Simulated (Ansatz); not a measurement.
An Ansatz input for HfO₂

```yaml
crystal:
  lattice:
    - [5.0598, 0.0, 0.0]
    - [0.0, 10.0172, 0.0]
    - [0.0, 0.0, 5.2276]
  atoms:
    - { symbol: Xx, position: [0.7466, 0.8841, 0.9656] }
    - { symbol: Hf, position: [0.2466, 0.6159, 0.0344] }
    - { symbol: Hf, position: [0.2534, 0.3841, 0.5344] }
    - { symbol: Hf, position: [0.7534, 0.1159, 0.4656] }
    - { symbol: Hf, position: [0.2534, 0.1159, 0.0344] }
    - { symbol: Hf, position: [0.7534, 0.3841, 0.9656] }
    - { symbol: Hf, position: [0.7466, 0.6159, 0.4656] }
    - { symbol: Hf, position: [0.2466, 0.8841, 0.5344] }
    - { symbol: O, position: [0.862, 0.796, 0.62] }
    - { symbol: O, position: [0.362, 0.704, 0.38] }
    - { symbol: O, position: [0.138, 0.296, 0.88] }
    - { symbol: O, position: [0.638, 0.204, 0.12] }
    - { symbol: O, position: [0.138, 0.204, 0.38] }
    - { symbol: O, position: [0.638, 0.296, 0.62] }
    - { symbol: O, position: [0.862, 0.704, 0.12] }
    - { symbol: O, position: [0.362, 0.796, 0.88] }
    - { symbol: O, position: [0.51, 0.977, 0.25] }
    - { symbol: O, position: [0.01, 0.523, 0.75] }
    - { symbol: O, position: [0.49, 0.477, 0.25] }
    - { symbol: O, position: [0.99, 0.023, 0.75] }
    - { symbol: O, position: [0.49, 0.023, 0.75] }
    - { symbol: O, position: [0.99, 0.477, 0.25] }
    - { symbol: O, position: [0.51, 0.523, 0.75] }
    - { symbol: O, position: [0.01, 0.977, 0.25] }
kpoints:
  mp_grid: { grid: [5, 3, 5] }
scf:
  occupations: { method: fermi_dirac, width: 0.02 }
  max_iter: 80
hamiltonian:
  xc: pbe
  pseudopotentials: { kind: paw }
output:
  forces: true
  stress: true
  populations: true
  efg:
    quadrupole_moments_barn: { Hf: 3.365, O: -0.02558 }
    contact_densities: true
```

```sh
ansatz run input.yaml --threads 4 --pin off --max-ram 8192MiB --backend cpu --events-out ev --progress --plain --runs-dir out
```

**Question.** Does this calculation finish, and if not, why?

**Answer.** The program refused the input. The input holds an unknown element. The program says:

```
Error: YAML parse error: error: line 7 column 17: `Xx` is not an element symbol (H … Og, case-exact)
 --> <input>:7:17
  |
5 |     - [0.0, 0.0, 5.2276]
6 |   atoms:
7 |     - { symbol: Xx, position: [0.7466, 0.8841, 0.9656] }
  |                 ^ `Xx` is not an element symbol (H … Og, case-exact)
8 |     - { symbol: Hf, position: [0.2466, 0.6159, 0.0344] }
9 |     - { symbol: Hf, position: [0.2534, 0.3841, 0.5344] }
  |
```

Against a sound input the change was `crystal.atoms[0].symbol`: Hf → Xx; `scf.max_iter`: not typed → 80.

With the sound settings the run converges and gives V_zz (10²¹ V/m²) Hf 14.60 (η 0.46), O9 -2.92 (η 0.81), O17 -1.65 (η 0.74); a site carries the number of its first atom in the input. At this cell the PBE pressure is 5 GPa, so with PBE the cell would grow if it were relaxed. The largest force is 1.3 eV/Å, so the atoms aren't at the calculated equilibrium and relaxing them would move these values. Without spin–orbit coupling the gradients at and beside Hf can be off by some per cent, at some sites by more.
